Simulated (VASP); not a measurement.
# CaO (Fm-3m) in VASP: band structure with PBE

Aim: the band structure of CaO with PBE.

Program: VASP 6.6.1. These are calculated values, not measurements. Logs are shortened: lines on timing, memory, paths and dates and some standing lists are left out, and cuts for length are marked.

### Step 1. The crystal as given

The structure is cubic, space group Fm-3m (No. 225). Conventional cell: a = 4.780 Å, b = 4.780 Å, c = 4.780 Å, α = 90.00°, β = 90.00°, γ = 90.00°. Ca (site symmetry m-3m) is surrounded by 6 O at 2.39 Å. Around O (site symmetry m-3m) lie 6 Ca at 2.39 Å.

The cell was built by a generator and needn't be a form met in nature.

### Step 2. Band structure, PBE

Contents of POSCAR:

```
CaO
1.0
    0.0000000000      2.3900000000      2.3900000000
    2.3900000000      0.0000000000      2.3900000000
    2.3900000000      2.3900000000      0.0000000000
Ca O
1 1
Direct
    0.0000000000      0.0000000000      0.0000000000
    0.5000000000      0.5000000000      0.5000000000
```

Contents of INCAR.step1:

```
SYSTEM = CaO
PREC = Accurate
ENCUT = 520
EDIFF = 1E-7
ISMEAR = 0
SIGMA = 0.02
LREAL = .FALSE.
LASPH = .TRUE.
NELM = 60
ALGO = Normal
ISIF = 2
LWAVE = .FALSE.
LCHARG = .TRUE.
GGA = PE
NBANDS = 15
```

Contents of KPOINTS.step1:

```
regular mesh
0
G
  10 10 10
  0 0 0
```

Contents of INCAR.step2:

```
SYSTEM = CaO
PREC = Accurate
ENCUT = 520
EDIFF = 1E-7
ISMEAR = 0
SIGMA = 0.05
LREAL = .FALSE.
LASPH = .TRUE.
NELM = 60
ALGO = Normal
ISIF = 2
LWAVE = .FALSE.
LCHARG = .FALSE.
GGA = PE
NBANDS = 15
ICHARG = 11
```

Contents of KPOINTS.step2:

```
path GXWKGLUWLK,UX
15
line-mode
reciprocal
 0.0000000000  0.0000000000  0.0000000000  G
 0.5000000000  0.0000000000  0.5000000000  X

 0.5000000000  0.0000000000  0.5000000000  X
 0.5000000000  0.2500000000  0.7500000000  W

 0.5000000000  0.2500000000  0.7500000000  W
 0.3750000000  0.3750000000  0.7500000000  K

 0.3750000000  0.3750000000  0.7500000000  K
 0.0000000000  0.0000000000  0.0000000000  G

 0.0000000000  0.0000000000  0.0000000000  G
 0.5000000000  0.5000000000  0.5000000000  L

 0.5000000000  0.5000000000  0.5000000000  L
 0.6250000000  0.2500000000  0.6250000000  U

 0.6250000000  0.2500000000  0.6250000000  U
 0.5000000000  0.2500000000  0.7500000000  W

 0.5000000000  0.2500000000  0.7500000000  W
 0.5000000000  0.5000000000  0.5000000000  L

 0.5000000000  0.5000000000  0.5000000000  L
 0.3750000000  0.3750000000  0.7500000000  K

 0.6250000000  0.2500000000  0.6250000000  U
 0.5000000000  0.0000000000  0.5000000000  X
```

Potentials or basis: VASP PAW PBE potentials, release 64 (Ca_sv, O).

Run with:

```sh
$ cat potpaw_PBE.64/Ca_sv/POTCAR potpaw_PBE.64/O/POTCAR > POTCAR
$ cp INCAR.step1 INCAR
$ cp KPOINTS.step1 KPOINTS
$ mpirun -np 1 vasp_std > vasp.out
$ cp INCAR.step2 INCAR
$ cp KPOINTS.step2 KPOINTS
$ mpirun -np 1 vasp_std > vasp.out
```

OUTCAR:

```text
SYSTEM = CaO
   PREC = Accurate
   ENCUT = 520
   EDIFF = 1E-7
   ISMEAR = 0
   LREAL = .FALSE.
   LASPH = .TRUE.
   NELM = 60
   ISIF = 2
   GGA = PE
   ICHARG = 11

 ion  position               nearest neighbor table
   1  0.000  0.000  0.000-   2 2.39   2 2.39   2 2.39   2 2.39   2 2.39   2 2.39
   2  0.500  0.500  0.500-   1 2.39   1 2.39   1 2.39   1 2.39   1 2.39   1 2.39

  LATTYP: Found a face centered cubic cell.
 ALAT       =     4.7800000000

  Lattice vectors:

 A1 = (   0.0000000000,   2.3900000000,   2.3900000000)
 A2 = (   2.3900000000,   0.0000000000,   2.3900000000)
 A3 = (   2.3900000000,   2.3900000000,   0.0000000000)

Analysis of symmetry for initial positions (statically):
=====================================================================
 Subroutine PRICEL returns:
 Original cell was already a primitive cell.

 Routine SETGRP: Setting up the symmetry group for a
 face centered cubic supercell.

 Subroutine GETGRP returns: Found 48 space group operations
 (whereof 48 operations were pure point group operations)
 out of a pool of 48 trial point group operations.

The static configuration has the point symmetry O_h .

Analysis of symmetry for dynamics (positions and initial velocities):
=====================================================================
 Subroutine PRICEL returns:
 Original cell was already a primitive cell.

 Routine SETGRP: Setting up the symmetry group for a
 face centered cubic supercell.

 Subroutine GETGRP returns: Found 48 space group operations
 (whereof 48 operations were pure point group operations)
 out of a pool of 48 trial point group operations.

The dynamic configuration has the point symmetry O_h .

 Subroutine INISYM returns: Found 48 space group operations
 (whereof 48 operations are pure point group operations),
 and found     1 'primitive' translations

----------------------------------------------------------------------------------------

                                     Primitive cell

  volume of cell :      27.3038

  direct lattice vectors                    reciprocal lattice vectors
     0.000000000  2.390000000  2.390000000    -0.209205021  0.209205021  0.209205021
     2.390000000  0.000000000  2.390000000     0.209205021 -0.209205021  0.209205021
     2.390000000  2.390000000  0.000000000     0.209205021  0.209205021 -0.209205021

  length of vectors
     3.379970414  3.379970414  3.379970414     0.362353725  0.362353725  0.362353725

  position of ions in fractional coordinates (direct lattice)
     0.000000000  0.000000000  0.000000000
     0.500000000  0.500000000  0.500000000

  ion indices of the primitive-cell ions
   primitive index   ion index
                 1           1
                 2           2

----------------------------------------------------------------------------------------

 KPOINTS: path GXWKGLUWLK,UX

Interpolating k-points between supplied coordinates.

 Line segments in fractional coordinates (reciprocal lattice):
    0.000000  0.000000  0.000000  ...  0.500000  0.000000  0.500000
    0.500000  0.000000  0.500000  ...  0.500000  0.250000  0.750000
    0.500000  0.250000  0.750000  ...  0.375000  0.375000  0.750000
    0.375000  0.375000  0.750000  ...  0.000000  0.000000  0.000000
    0.000000  0.000000  0.000000  ...  0.500000  0.500000  0.500000
    0.500000  0.500000  0.500000  ...  0.625000  0.250000  0.625000
    0.625000  0.250000  0.625000  ...  0.500000  0.250000  0.750000
    0.500000  0.250000  0.750000  ...  0.500000  0.500000  0.500000
    0.500000  0.500000  0.500000  ...  0.375000  0.375000  0.750000
    0.625000  0.250000  0.625000  ...  0.500000  0.000000  0.500000

 Generated    15 points on each line segment, for a total of    150 k-points:

 Following reciprocal coordinates:
            Coordinates               Weight
  0.000000  0.000000  0.000000      0.006667
  0.035714  0.000000  0.035714      0.006667
  0.071429  0.000000  0.071429      0.006667
  0.107143  0.000000  0.107143      0.006667
  0.142857  0.000000  0.142857      0.006667
  0.178571  0.000000  0.178571      0.006667
[... 16 lines left out ...]
  0.500000  0.125000  0.625000      0.006667
  0.500000  0.142857  0.642857      0.006667
 [... further k-points ...]
   k-points           NKPTS =    150   k-points in BZ     NKDIM =    150   number of bands    NBANDS=     15
   number of dos      NEDOS =    301   number of ions     NIONS =      2
   total plane-waves  NPLWV =  21952
   dimension x,y,z NGX =    28 NGY =   28 NGZ =   28
   dimension x,y,z NGXF=    56 NGYF=   56 NGZF=   56
   ions per type =               1   1
   NGX,Y,Z   is equivalent  to a cutoff of  13.77, 13.77, 13.77 a.u.
   NGXF,Y,Z  is equivalent  to a cutoff of  27.54, 27.54, 27.54 a.u.
 SYSTEM =  CaO
   PREC   = accura    normal or accurate (medium, high low for compatibility)
   ISTART =      0    job   : 0-new  1-cont  2-samecut
   ICHARG =     11    charge: 1-file 2-atom 10-const
   ISPIN  =      1    spin polarized calculation?
   LNONCOLLINEAR =      F non collinear calculations
   LSORBIT =      F    spin-orbit coupling
   LASPH  =      T    aspherical Exc in radial PAW
   ENCUT  =  520.0 eV  38.22 Ry    6.18 a.u.   6.28  6.28  6.28*2*pi/ulx,y,z
   NELM   =     60;   NELMIN=  2; NELMDL=  0     # of ELM steps
   EDIFF  = 0.1E-06   stopping-criterion for ELM
   LREAL  =      F    real-space projection
   EDIFFG = 0.1E-05   stopping-criterion for IOM
   NSW    =      0    number of steps for IOM
   IBRION =     -1    ionic relax: 0-MD 1-quasi-New 2-CG
   NFREE  =      0    steps in history (QN), initial steepest desc. (CG)
   ISIF   =      2    stress and relaxation
   ISYM   =      2    0-nonsym 1-usesym 2-fastsym
   POTIM  = 0.5000    time-step for ionic-motion
   TEBEG  =    0.0;   TEEND  =   0.0 temperature during run
   PSTRESS=    0.0 pullay stress
   NELECT =      16.0000    total number of electrons
   NUPDOWN=      -1.0000    fix difference up-down
   EMIN   =  10.00;   EMAX   =-10.00  energy-range for DOS
   EFERMI =   0.00;   METHOD = LEGACY
   ISMEAR =     0;   SIGMA  =   0.05  broadening in eV -4-tet -1-fermi 0-gaus
   EFERMI_NEDOS =   21; number of points for ismear=-14 and -15
   IALGO  =     38    algorithm
   IMIX   =      4    mixing-type and parameters
     AMIX     =   0.40;   BMIX     =  1.00
     AMIX_MAG =   1.60;   BMIX_MAG =  1.00
  volume/ion in A,a.u.               =      13.65        92.13
  Fermi-wavevector in a.u.,A,eV,Ry     =   1.369957  2.588843 25.535171  1.876782
  Thomas-Fermi vector in A             =   2.495786
   LORBIT       =      0    0 simple, 1 ext, 2 COOP (PROOUT), +10 PAW based schemes
   GGA     = PE    functional components
   LHFCALC =     F    Hartree Fock is set to
   AEXX    =    0.0000 exact exchange contribution
   IVDW    =     0    specifies the selected vdW correction
   LEPSILON=     F    determine dielectric tensor
   LRPA    =     F    only Hartree local field effects (RPA)
 non-spin polarized calculation
 Gauss-broadening in eV      SIGMA  =   0.05
  energy-cutoff  :      520.00
  volume of cell :       27.30
 maximum number of plane-waves:       754
 NGX is ok and might be reduce to    28

 number of electron      15.9999997 magnetization

 Free energy of the ion-electron system (eV)
  ---------------------------------------------------
  ext. energy  EPLUGINS =         0.00000000
  ---------------------------------------------------
  free energy    TOTEN  =       -12.43298957 eV

  energy without entropy =      -12.43298957  energy(sigma->0) =      -12.43298957

 E-fermi :   2.8226     XC(G=0): -10.5564

 val. band max:        2.4442129227   @ k =   0.0000   0.0000   0.0000
 cond. band min:       6.0745200226   @ k =   0.5000   0.0000   0.5000
 fundamental gap:      3.6303070999
 Fermi energy:         2.8226121902

 k-point     1 :       0.0000    0.0000    0.0000
  band No.  band energies     occupation
      1     -35.1251      2.00000
      2     -15.8766      2.00000
      3     -15.8766      2.00000
      4     -15.8766      2.00000
      5     -13.1204      2.00000
      6       2.4442      2.00000
      7       2.4442      2.00000
      8       2.4442      2.00000
      9       7.2929      0.00000
     10       8.7104      0.00000
     11       8.7104      0.00000
     12       8.7104      0.00000
     13      10.2428      0.00000
     14      10.2428      0.00000
     15      17.6205      0.00000

 k-point     2 :       0.0357    0.0000    0.0357
  band No.  band energies     occupation
      1     -35.1233      2.00000
      2     -15.9005      2.00000
      3     -15.8796      2.00000
      4     -15.8796      2.00000
      5     -13.0914      2.00000
      6       2.3505      2.00000
      7       2.4325      2.00000
      8       2.4325      2.00000
      9       7.3754      0.00000
     10       8.6606      0.00000
     11       8.7615      0.00000
     12       8.7615      0.00000
     13      10.2559      0.00000
     14      10.3166      0.00000
     15      17.6977      0.00000

 k-point     3 :       0.0714    0.0000    0.0714
  band No.  band energies     occupation
      1     -35.1179      2.00000
      2     -15.9665      2.00000
      3     -15.8885      2.00000
      4     -15.8885      2.00000
      5     -13.0117      2.00000
      6       2.1021      2.00000
      7       2.3994      2.00000
      8       2.3994      2.00000
      9       7.5925      0.00000
     10       8.5184      0.00000
     11       8.9107      0.00000
     12       8.9107      0.00000
     13      10.2949      0.00000
     14      10.5335      0.00000
     15      17.9191      0.00000
[... 343 lines left out ...]
 k-point    23 :       0.5000    0.1250    0.6250
  band No.  band energies     occupation
      1     -34.9808      2.00000
      2     -16.4565      2.00000
      3     -16.2332      2.00000
      4     -16.1766      2.00000
      5     -12.6676      2.00000
      6       1.1942      2.00000
      7       1.5805      2.00000
      8       1.7831      2.00000
      9       6.9286      0.00000
     10      10.8373      0.00000
     11      10.8438      0.00000
     12      11.9683      0.00000
     13      12.0941      0.00000
     14      14.9752      0.00000
     15      16.1890      0.00000

 k-point    24 :       0.5000    0.1429    0.6429
  band No.  band energies     occupation
      1     -34.9807      2.00000
      2     -16.4403      2.00000
      3     -16.2574      2.00000
      4     -16.1935      2.00000
      5     -12.6211      2.00000
      6       1.2099      2.00000
      7       1.4773      2.00000
      8       1.7187      2.00000
      9       7.1586      0.00000
     10      10.5706      0.00000
     11      10.8667      0.00000
     12      12.0947      0.00000
     13      12.0991      0.00000
     14      15.2136      0.00000
     15      16.2394      0.00000

 [... further k-points ...]

------------------------ aborting loop because EDIFF is reached ----------------------------------------

  FORCE on cell =-STRESS in cart. coord.  units (eV):
  Direction    XX          YY          ZZ          XY          YZ          ZX
  --------------------------------------------------------------------------------------
  -------------------------------------------------------------------------------------
  Total        2.8154563      2.8154563      2.8154563     -0.0000000     -0.0000000      0.0000000
  in kB      165.2097479    165.2097479    165.2097479     -0.0000000     -0.0000000      0.0000000
  external PRESSURE =     165.2097479 kB  Pullay stress =       0.0000000 kB

 VOLUME and BASIS-vectors are now :
 -----------------------------------------------------------------------------
  energy-cutoff  :      520.00
  volume of cell :       27.30
      direct lattice vectors                 reciprocal lattice vectors
     0.000000000  2.390000000  2.390000000    -0.209205021  0.209205021  0.209205021
     2.390000000  0.000000000  2.390000000     0.209205021 -0.209205021  0.209205021
     2.390000000  2.390000000  0.000000000     0.209205021  0.209205021 -0.209205021

 POSITION                                       TOTAL-FORCE (eV/Angst)
 -----------------------------------------------------------------------------------
      0.00000      0.00000      0.00000        -0.000000      0.000000     -0.000000
      2.39000      2.39000      2.39000         0.000000      0.000000      0.000000
 -----------------------------------------------------------------------------------
    total drift:                                0.000000      0.000000      0.000000

  FREE ENERGIE OF THE ION-ELECTRON SYSTEM (eV)
  ---------------------------------------------------
  free  energy   TOTEN  =       -12.4329895736 eV

  energy  without entropy=      -12.4329895736  energy(sigma->0) =      -12.43298957
```

It took 50 s on 1 thread of Intel Xeon Platinum 8259CL at 2.50GHz (Skylake/Cascade Lake), shared host; peak memory 0.19 GiB.

Results:

```yaml
Band_gap_on_the_k_mesh: 3.63 eV, indirect (least direct gap 4.00 eV)
Band_gap_along_the_path: 3.63 eV, indirect (least direct gap 4.00 eV)
```

Levels at the corners of the path, in eV from the valence-band top:
```tsv
point	band 5	band 6	band 7	band 8	band 9	band 10	band 11	band 12
Γ	-15.56	0.00	0.00	0.00	4.85	6.27	6.27	6.27
X	-15.33	-1.29	-0.37	-0.37	3.63	8.17	8.99	9.65
X	-15.33	-1.29	-0.37	-0.37	3.63	8.17	8.99	9.65
W	-14.90	-1.31	-1.06	-1.06	6.37	6.37	8.50	9.65
W	-14.90	-1.31	-1.06	-1.06	6.37	6.37	8.50	9.65
K	-14.93	-1.35	-1.21	-0.80	5.16	8.08	8.69	9.15
K	-14.93	-1.35	-1.21	-0.80	5.16	8.08	8.69	9.15
Γ	-15.56	0.00	0.00	0.00	4.85	6.27	6.27	6.27
Γ	-15.56	0.00	0.00	0.00	4.85	6.27	6.27	6.27
L	-14.30	-2.68	-1.24	-1.24	7.13	8.45	8.45	8.63
L	-14.30	-2.68	-1.24	-1.24	7.13	8.45	8.45	8.63
U	-14.93	-1.35	-1.21	-0.80	5.16	8.08	8.69	9.15
U	-14.93	-1.35	-1.21	-0.80	5.16	8.08	8.69	9.15
W	-14.90	-1.31	-1.06	-1.06	6.37	6.37	8.50	9.65
W	-14.90	-1.31	-1.06	-1.06	6.37	6.37	8.50	9.65
L	-14.30	-2.68	-1.24	-1.24	7.13	8.45	8.45	8.63
L	-14.30	-2.68	-1.24	-1.24	7.13	8.45	8.45	8.63
K	-14.93	-1.35	-1.21	-0.80	5.16	8.08	8.69	9.15
U	-14.93	-1.35	-1.21	-0.80	5.16	8.08	8.69	9.15
X	-15.33	-1.29	-0.37	-0.37	3.63	8.17	8.99	9.65
```

Caveat: the log is that of the step along the path at fixed density, whose energy, stress, charges and moments have no meaning. PBE gaps usually lie below the measured ones, often by a third to a half.
